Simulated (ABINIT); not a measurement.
# BN (P6_3mc) in ABINIT: single point with PBE

Aim: the single point of BN with PBE.

All numbers are computed with ABINIT 10.8.3 (patched build); they aren't measurements. Logs are shortened: lines on timing, memory, paths and dates and some standing lists are left out, and cuts for length are marked. The log counts tension as positive stress, the text compression.

## Step 1: The structure

Symmetry: P6_3mc, No. 186, hexagonal system. Conventional cell: a = 2.554 Å, b = 2.554 Å, c = 4.227 Å, α = 90.00°, β = 90.00°, γ = 120.00°. N (site symmetry 3m) has 4 B at 1.57 to 1.58 Å as nearest neighbours. B (site symmetry 3m) is surrounded by 4 N at 1.57 to 1.58 Å.

Measurements of this composition are mostly on another form, of space group No. 194.

## Step 2: Single point, PBE

File run.abi:

```
# Pseudopotentials
pp_dirpath "./"
pseudos "N.upf, B.upf"

# Structure
acell 4.826246386 4.8262463861 7.9875983185
rprim
     1.0000000000     0.0000000000     0.0000000000
    -0.5000000000     0.8660254038     0.0000000000
     0.0000000000     0.0000000000     1.0000000000
ntypat 2
znucl 7 5
natom 4
typat 1 1 2 2
xred
     0.3333333333     0.6666666667     0.1252760000
     0.6666666667     0.3333333333     0.6252760000
     0.3333333333     0.6666666667     0.4997240000
     0.6666666667     0.3333333333     0.9997240000

# Plane-wave basis
ecut 35.0

# k points
kptopt 1
ngkpt 9 9 4
nshiftk 1
shiftk 0.0 0.0 0.0

# Exchange and correlation
ixc 11

# Bands and occupations
nband 12
occopt 3
tsmear 0.00183747

# SCF cycle
nstep 100
tolvrs 1.0e-10

# Output
iomode 3
prtwf 0
prtden 0
prteig 0
prtebands 0
enunit 1
```

Potentials or basis: PseudoDojo NC SR PBE v0.4.1 standard.

On the command line:

```console
$ mpirun --bind-to none -np 4 abinit run.abi > log 2>&1
```

run.abo:

```text
.Version 10.8.3 of ABINIT
 Symmetries : space group P6_3 m c (#186); Bravais hP (primitive hexag.)
================================================================================
 Values of the parameters that define the memory need of the present run
     intxc =       0    ionmov =       0      iscf =       7    lmnmax =       4
     lnmax =       4     mgfft =      45  mpssoang =       2    mqgrid =    3001
     natom =       4  nloc_mem =       1    nspden =       1   nspinor =       1
    nsppol =       1      nsym =      12    n1xccc =    2501    ntypat =       2
    occopt =       3   xclevel =       2
       mpw =        1617          nfft =       32805          nkpt =          36
================================================================================
================================================================================

--------------------------------------------------------------------------------
------------- Echo of variables that govern the present computation ------------
--------------------------------------------------------------------------------
 -outvars: echo values of preprocessed input variables --------
            acell      4.8262463860E+00  4.8262463861E+00  7.9875983185E+00 Bohr
              amu      1.40067400E+01  1.08110000E+01
             ecut      3.50000000E+01 Hartree
           enunit           1
              ixc          11
         kptrlatt        9    0    0      0    9    0      0    0    4
          kptrlen      3.19503933E+01
            natom           4
            nband          12
            ngfft          27      27      45
             nkpt          36
            nstep         100
             nsym          12
           ntypat           2
           occopt           3
           prtden           0
        prtebands           0
           prteig           0
            prtwf           0
            rprim      1.0000000000E+00  0.0000000000E+00  0.0000000000E+00
                      -5.0000000000E-01  8.6602540380E-01  0.0000000000E+00
                       0.0000000000E+00  0.0000000000E+00  1.0000000000E+00
          spgroup         186
           tolvrs      1.00000000E-10
           tsmear      1.83747000E-03 Hartree
            typat      1  1  2  2
           xangst     -1.7639093233E-11  1.4745177156E+00  5.2952348662E-01
                       1.2769698000E+00  7.3725885779E-01  2.6429509852E+00
                      -1.7639093233E-11  1.4745177156E+00  2.1122608866E+00
                       1.2769698000E+00  7.3725885779E-01  4.2256883852E+00
            xcart     -3.3333055321E-11  2.7864346502E+00  1.0006543669E+00
                       2.4131231930E+00  1.3932173251E+00  4.9944535262E+00
                      -3.3333055321E-11  2.7864346502E+00  3.9915945821E+00
                       2.4131231930E+00  1.3932173251E+00  7.9853937414E+00
             xred      3.3333333333E-01  6.6666666667E-01  1.2527600000E-01
                       6.6666666667E-01  3.3333333333E-01  6.2527600000E-01
                       3.3333333333E-01  6.6666666667E-01  4.9972400000E-01
                       6.6666666667E-01  3.3333333333E-01  9.9972400000E-01
            znucl        7.00000    5.00000

================================================================================

 chkinp: Checking input parameters for consistency.

================================================================================
== DATASET  1 ==================================================================

--- !DatasetInfo
iteration_state: {dtset: 1, }
dimensions: {natom: 4, nkpt: 36, mband: 12, nsppol: 1, nspinor: 1, nspden: 1, mpw: 1617, }
cutoff_energies: {ecut:  35.0, pawecutdg:  -1.0, }
electrons: {nelect:   1.60000000E+01, charge:   0.00000000E+00, occopt:   3.00000000E+00, tsmear:   1.83747000E-03, }
meta: {optdriver: 0, ionmov: 0, optcell: 0, iscf: 7, paral_kgb: 0, }
...

 Exchange-correlation functional for the present dataset will be:
  GGA: Perdew-Burke-Ernzerhof functional - ixc=11
  J.P.Perdew, K.Burke, M.Ernzerhof, PRL 77, 3865 (1996)

 Real(R)+Recip(G) space primitive vectors, cartesian coordinates (Bohr,Bohr^-1):
 R(1)=  4.8262464  0.0000000  0.0000000  G(1)=  0.2072004  0.1196272  0.0000000
 R(2)= -2.4131232  4.1796520  0.0000000  G(2)=  0.0000000  0.2392544  0.0000000
 R(3)=  0.0000000  0.0000000  7.9875983  G(3)=  0.0000000  0.0000000  0.1251941
 Unit cell volume ucvol=  1.6112607E+02 bohr^3
 Angles (23,13,12)=  9.00000000E+01  9.00000000E+01  1.20000000E+02 degrees

 getcut: wavevector=  0.0000  0.0000  0.0000  ngfft=  27  27  45
         ecut(hartree)=     35.000   => boxcut(ratio)=   2.02485

--- Pseudopotential description ------------------------------------------------
- pspini: atom type   1  psp file is ./N.upf
12 -101130 1 -1 1058                          pspcod,pspxc,lmax,lloc,mmax
     nproj     2     2

- pspini: atom type   2  psp file is ./B.upf
12 -101130 1 -1 1534                          pspcod,pspxc,lmax,lloc,mmax
     nproj     2     2

   2.75143196E+02                                ecore*ucvol(ha*bohr**3)
--------------------------------------------------------------------------------

================================================================================

--- !BeginCycle
iteration_state: {dtset: 1, }
solver: {iscf: 7, nstep: 100, nline: 4, wfoptalg: 0, }
tolerances: {tolvrs: 1.00E-10, }
...

     iter   Etot(hartree)      deltaE(h)  residm     vres2
 ETOT  1  -26.719145471109    -2.672E+01 9.501E-02 1.663E+02
 ETOT  2  -26.750177545140    -3.103E-02 1.981E-02 1.168E+02
 ETOT  3  -26.802078202452    -5.190E-02 1.914E-02 3.918E-01
 ETOT  4  -26.802266207485    -1.880E-04 1.171E-02 5.805E-03
 ETOT  5  -26.802267828443    -1.621E-06 1.302E-02 6.634E-05
 ETOT  6  -26.802267838705    -1.026E-08 1.066E-02 1.101E-06
 ETOT  7  -26.802267838947    -2.423E-10 4.120E-03 1.335E-08
 ETOT  8  -26.802267838950    -3.237E-12 1.925E-03 1.281E-10
 ETOT  9  -26.802267838950     4.619E-14 9.480E-04 1.659E-12

 At SCF step    9       vres2   =  1.66E-12 < tolvrs=  1.00E-10 =>converged.

 Cartesian components of stress tensor (hartree/bohr^3)
  sigma(1 1)=  4.50197002E-05  sigma(3 2)=  0.00000000E+00
  sigma(2 2)=  4.50196994E-05  sigma(3 1)=  0.00000000E+00
  sigma(3 3)=  7.29499602E-05  sigma(2 1)=  1.27321597E-13

--- !ResultsGS
iteration_state: {dtset: 1, }
comment   : Summary of ground state results
lattice_vectors:
- [  4.8262464,   0.0000000,   0.0000000, ]
- [ -2.4131232,   4.1796520,   0.0000000, ]
- [  0.0000000,   0.0000000,   7.9875983, ]
lattice_lengths: [   4.82625,    4.82625,    7.98760, ]
lattice_angles: [ 90.000,  90.000, 120.000, ] # degrees, (23, 13, 12)
lattice_volume:   1.6112607E+02
convergence: {deltae:  4.619E-14, res2:  1.659E-12, residm:  9.480E-04, diffor: null, }
etotal    :  -2.68022678E+01
entropy   :   0.00000000E+00
fermie    :   3.61696958E-01
cartesian_stress_tensor: # hartree/bohr^3
- [  4.50197002E-05,   1.27321597E-13,   0.00000000E+00, ]
- [  1.27321597E-13,   4.50196994E-05,   0.00000000E+00, ]
- [  0.00000000E+00,   0.00000000E+00,   7.29499602E-05, ]
pressure_GPa:  -1.5984E+00
xred      :
- [  3.3333E-01,   6.6667E-01,   1.2528E-01,  N]
- [  6.6667E-01,   3.3333E-01,   6.2528E-01,  N]
- [  3.3333E-01,   6.6667E-01,   4.9972E-01,  B]
- [  6.6667E-01,   3.3333E-01,   9.9972E-01,  B]
cartesian_forces: # hartree/bohr
- [  2.23166826E-28,   1.28845427E-28,  -2.99335617E-04, ]
- [  2.23166826E-28,   1.28845427E-28,  -2.99335617E-04, ]
- [ -2.23166826E-28,  -1.28845427E-28,   2.99335617E-04, ]
- [ -2.23166826E-28,  -1.28845427E-28,   2.99335617E-04, ]
force_length_stats: {min:   2.99335617E-04, max:   2.99335617E-04, mean:   2.99335617E-04, }
...

 Integrated electronic density in atomic spheres:
 ------------------------------------------------
 Atom  Sphere_radius  Integrated_density
    1        2.00000          5.74227193
    2        2.00000          5.71624545
    3        2.00000          3.26208372
    4        2.00000          3.24811304
================================================================================

 ----iterations are completed or convergence reached----

 Mean square residual over all n,k,spin=   88.837E-07; max=  94.802E-05
 reduced coordinates (array xred) for    4 atoms
       0.333333333333      0.666666666667      0.125276000000
       0.666666666667      0.333333333333      0.625276000000
       0.333333333333      0.666666666667      0.499724000000
       0.666666666667      0.333333333333      0.999724000000
 rms dE/dt=  1.3804E-03; max dE/dt=  2.3910E-03; dE/dt below (all hartree)
    1       0.000000000000      0.000000000000      0.002390959211
    2       0.000000000000      0.000000000000      0.002390959211
    3       0.000000000000      0.000000000000     -0.002390986124
    4       0.000000000000      0.000000000000     -0.002390986124

 cartesian coordinates (angstrom) at end:
    1     -0.00000000001764     1.47451771557734     0.52952348662043
    2      1.27696979996195     0.73725885778867     2.64295098518532
    3     -0.00000000001764     1.47451771557734     2.11226088658568
    4      1.27696979996195     0.73725885778867     4.22568838515057

 cartesian forces (hartree/bohr) at end:
    1      0.00000000000000     0.00000000000000    -0.00029933561657
    2      0.00000000000000     0.00000000000000    -0.00029933561657
    3     -0.00000000000000    -0.00000000000000     0.00029933561657
    4     -0.00000000000000    -0.00000000000000     0.00029933561657
 frms,max,avg= 1.7282150E-04 2.9933562E-04   0.000E+00  0.000E+00  1.685E-09 h/b

 cartesian forces (eV/Angstrom) at end:
    1      0.00000000000000     0.00000000000000    -0.01539245628387
    2      0.00000000000000     0.00000000000000    -0.01539245628387
    3     -0.00000000000000    -0.00000000000000     0.01539245628387
    4     -0.00000000000000    -0.00000000000000     0.01539245628387
 frms,max,avg= 8.8868388E-03 1.5392456E-02   0.000E+00  0.000E+00  8.663E-08 e/A
 length scales=  4.826246386000  4.826246386100  7.987598318500 bohr
              =  2.553939599942  2.553939599994  4.226854997130 angstroms
 Fermi (or HOMO) energy (eV) =   9.84228   Average Vxc (eV)= -12.84995
 Eigenvalues (   eV  ) for nkpt=  36  k points:
 kpt#   1, nband= 12, wtk=  0.00309, kpt=  0.0000  0.0000  0.0000 (reduced coord)
 -12.02763   -7.92221   -2.57816    6.14118    6.14118    7.96529    8.24104    8.24104
  16.63550   16.63550   16.81882   17.72641
 prteigrs : prtvol=0 or 1, do not print more k-points.

--- !EnergyTerms
iteration_state     : {dtset: 1, }
comment             : Components of total free energy in Hartree
kinetic             :  1.87666961409273E+01
hartree             :  3.63583436317069E+00
xc                  : -8.72986845946285E+00
Ewald energy        : -2.62144470732412E+01
psp_core            :  1.70762675020684E+00
local_psp           : -1.38486168366699E+01
non_local_psp       : -2.11949272388127E+00
internal            : -2.68022678389504E+01
'-kT*entropy'       :  1.25327346604708E-15
total_energy        : -2.68022678389504E+01
total_energy_eV     : -7.29326862433913E+02
band_energy         :  1.59629464235174E-01
...

 Cartesian components of stress tensor (hartree/bohr^3)
  sigma(1 1)=  4.50197002E-05  sigma(3 2)=  0.00000000E+00
  sigma(2 2)=  4.50196994E-05  sigma(3 1)=  0.00000000E+00
  sigma(3 3)=  7.29499602E-05  sigma(2 1)=  1.27321597E-13

-Cartesian components of stress tensor (GPa)         [Pressure= -1.5984E+00 GPa]
- sigma(1 1)=  1.32452531E+00  sigma(3 2)=  0.00000000E+00
- sigma(2 2)=  1.32452528E+00  sigma(3 1)=  0.00000000E+00
- sigma(3 3)=  2.14626193E+00  sigma(2 1)=  3.74593073E-09

== END DATASET(S) ==============================================================
================================================================================

 -outvars: echo values of variables after computation  --------
            acell      4.8262463860E+00  4.8262463861E+00  7.9875983185E+00 Bohr
           etotal     -2.6802267839E+01
            fcart      2.2316682637E-28  1.2884542728E-28 -2.9933561657E-04
                       2.2316682637E-28  1.2884542728E-28 -2.9933561657E-04
                      -2.2316682637E-28 -1.2884542728E-28  2.9933561657E-04
                      -2.2316682637E-28 -1.2884542728E-28  2.9933561657E-04
            rprim      1.0000000000E+00  0.0000000000E+00  0.0000000000E+00
                      -5.0000000000E-01  8.6602540380E-01  0.0000000000E+00
                       0.0000000000E+00  0.0000000000E+00  1.0000000000E+00
           strten      4.5019700180E-05  4.5019699356E-05  7.2949960186E-05
                       0.0000000000E+00  0.0000000000E+00  1.2732159748E-13
           xangst     -1.7639093233E-11  1.4745177156E+00  5.2952348662E-01
                       1.2769698000E+00  7.3725885779E-01  2.6429509852E+00
                      -1.7639093233E-11  1.4745177156E+00  2.1122608866E+00
                       1.2769698000E+00  7.3725885779E-01  4.2256883852E+00
             xred      3.3333333333E-01  6.6666666667E-01  1.2527600000E-01
                       6.6666666667E-01  3.3333333333E-01  6.2527600000E-01
                       3.3333333333E-01  6.6666666667E-01  4.9972400000E-01
                       6.6666666667E-01  3.3333333333E-01  9.9972400000E-01
 Calculation completed.
```

Wall time 5.8 s (4 MPI ranks of Arm Neoverse V1, shared host); peak memory 0.24 GiB.

What came out:

```
Free energy                                       : -729.3269 eV
Pressure                                          : -1.6 GPa
Largest force                                     : 0.015 eV/Å
Band gap on the k mesh                            : 5.27 eV, indirect (least direct gap 8.28 eV)
All electrons inside the program's atomic spheres : N 5.74, 5.72; B 3.26, 3.25
```

Forces in eV/Å, atoms in the order of the input:
```
N    0.000  0.000 -0.015
N    0.000  0.000 -0.015
B    0.000  0.000  0.015
B    0.000  0.000  0.015
```

Levels at points of the mesh, in eV from the valence-band top:
```
           k point  band 5  band 6  band 7  band 8  band 9  band 10  band 11  band 12
(0.00, 0.00, 0.00)   -2.10   -0.28    0.00    0.00    8.39     8.39     8.58     9.49
(0.00, 0.00, 0.50)   -1.16   -1.16   -1.16   -1.16    9.47     9.48     9.94     9.94
```

Caveat: an odd mesh through Γ misses points on the zone boundary, where band edges often lie.
